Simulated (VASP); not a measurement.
The system is Pt.

```xyz
1
Lattice="-1.5571 1.5571 1.5571 1.5571 -1.5571 1.5571 1.5571 1.5571 -1.5571" Properties=species:S:1:pos:R:3 pbc="T T T"
Pt    0.0000    0.0000    0.0000
```

This isn't the form of Pt at room conditions, which is fcc.

| Quantity | Value |
| --- | --- |
| Program | VASP 6.6.1 |
| Task | relaxation of cell and atoms |
| Functional | RPBE |
| Potentials or basis | VASP PAW PBE potentials, release 64 (Pt) |
| Cutoff | 600 eV |
| k mesh | 18 × 18 × 18 |
| Occupations | gaussian, width 0.1 eV |
| Spin | no spin polarisation |

At the start: pressure 16.4 GPa; volume 15.10 Å³/atom.

Question: How do energy, volume and symmetry change on relaxing?

Answer: Over 17 steps the energy falls by 46.3 meV/atom and the volume is 16.07 Å³/atom (+6.4 %); space group Im-3m (No. 229, to 0.05 Å).

Step by step:
| step | energy change (eV) | largest force (eV/Å) | pressure (GPa) | volume (Å³) |
| --- | --- | --- | --- | --- |
| 1 | 0.0000 | 0.0000 | 16.42 | 15.10 |
| 2 | 0.1723 | 0.0000 | -22.06 | 18.74 |
| 3 | -0.0461 | 0.0000 | -0.83 | 16.13 |
| 4 | -0.0463 | 0.0000 | -0.11 | 16.08 |
| 5 | -0.0463 | 0.0000 | 0.17 | 16.06 |
| 6 | -0.0463 | 0.0000 | 0.17 | 16.06 |
| 7 | -0.0463 | 0.0000 | 0.15 | 16.06 |
| 8 | -0.0463 | 0.0000 | 0.15 | 16.06 |
| 9 | -0.0463 | 0.0000 | 0.15 | 16.06 |
| 10 | -0.0463 | 0.0000 | 0.15 | 16.06 |
| 11 | -0.0463 | 0.0000 | 0.15 | 16.06 |
| 12 | -0.0463 | 0.0000 | 0.15 | 16.06 |
| 13 | -0.0463 | 0.0000 | 0.15 | 16.06 |
| 14 | -0.0463 | 0.0000 | 0.13 | 16.06 |
| 15 | -0.0463 | 0.0000 | 0.11 | 16.06 |
| 16 | -0.0463 | 0.0000 | 0.06 | 16.06 |
| 17 | -0.0463 | 0.0000 | -0.02 | 16.07 |

Final structure:
```
Pt
1.0
    -1.58972    1.58972    1.58972
     1.58972   -1.58972    1.58972
     1.58972    1.58972   -1.58972
Pt
1
Direct
  0.00000 0.00000 0.00000
```

Caveat: the PAW data sets were made with another functional, which shifts forces and pressure a little.
